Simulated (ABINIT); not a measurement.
Wanted: the native input for an ABINIT 10.8.3 (patched build) run.

| Quantity | Value |
| --- | --- |
| Task | relaxation of cell and atoms |
| Functional | PBEsol |
| Potentials or basis | JTH PAW PBE v2.0 |
| Cutoff | 599 eV |
| k mesh | 6 × 6 × 3 |
| Occupations | fermi-dirac, width 0.05 eV |
| Spin | no spin polarisation |
| Cell freedom (optcell) | 2 |
| Cutoff smearing ecutsm (Ha) | 0.5 |
| Optimiser (ionmov) | 2 |
| Force stop (Ha/bohr) | 5e-05 |
| Fine-grid cutoff | 1197.3 eV |

Ge:

```
Ge
1.0
     3.99759    0.00000    0.00000
    -1.99879    3.46201    0.00000
     0.00000    0.00000    6.59938
Ge
4
Direct
  0.33333 0.66667 0.93710
  0.66667 0.33333 0.43710
  0.33333 0.66667 0.56290
  0.66667 0.33333 0.06290
```

This isn't the form of Ge at room conditions, which is diamond.

The input as run:

run.abi

```
pp_dirpath "./"
pseudos "Ge.GGA_PBE-JTH.xml"

acell 3.9975858431 3.9975858432 6.59937795 Angstrom
rprim
     1.0000000000     0.0000000000     0.0000000000
    -0.5000000000     0.8660254038     0.0000000000
     0.0000000000     0.0000000000     1.0000000000
ntypat 1
znucl 32
natom 4
typat 1 1 1 1
xred
     0.3333333333     0.6666666667     0.9370987500
     0.6666666667     0.3333333333     0.4370987500
     0.3333333333     0.6666666667     0.5629012500
     0.6666666667     0.3333333333     0.0629012500
chkprim 0
chksymtnons 0
tolsym 1.0e-6

ecut 22.0
pawecutdg 44.0
pawxcdev 0
pawovlp -1

kptopt 1
ngkpt 6 6 3
nshiftk 1
shiftk 0.0 0.0 0.0

ixc -116133

nband 34
occopt 3
tsmear 0.00183747

nstep 100
tolvrs 1.0e-9

iomode 3
prtwf 0
prtden 0
prteig 0
prtebands 0
enunit 2
prtvol 2

ionmov 2
ntime 60
tolmxf 5.0e-5
optcell 2
dilatmx 1.08
ecutsm 0.5
```

Potentials or basis: JTH PAW PBE v2.0.

Run with:

```bash
$ abinit run.abi > log 2>&1
```

Results of the run:

| Property | Result |
| --- | --- |
| Relaxed volume | 22.91 Å³/atom |
| Relaxed cell | a = 4.006 Å, b = 4.006 Å, c = 6.593 Å, α = 90.00°, β = 90.00°, γ = 120.00° |
| Space group after relaxing (to 0.05 Å) | P6_3/mmc (No. 194) |
| Energy gained by relaxing | 0.1 meV/atom |
| Ionic steps | 7 |
| Pressure after relaxing | 0.0 GPa |
| Band gap on the k mesh | 0.20 eV, direct |
| Valence electrons inside the program's atomic spheres | Ge 12.37 (radii [1.2196] Å) |

Caveat: the PAW data sets were made with another functional, which shifts forces and pressure a little; an odd mesh through Γ misses points on the zone boundary, where band edges often lie.

Run time: 8.2 min on 1 thread of Arm Neoverse V2, with other jobs on the host, peak memory 0.22 GiB.
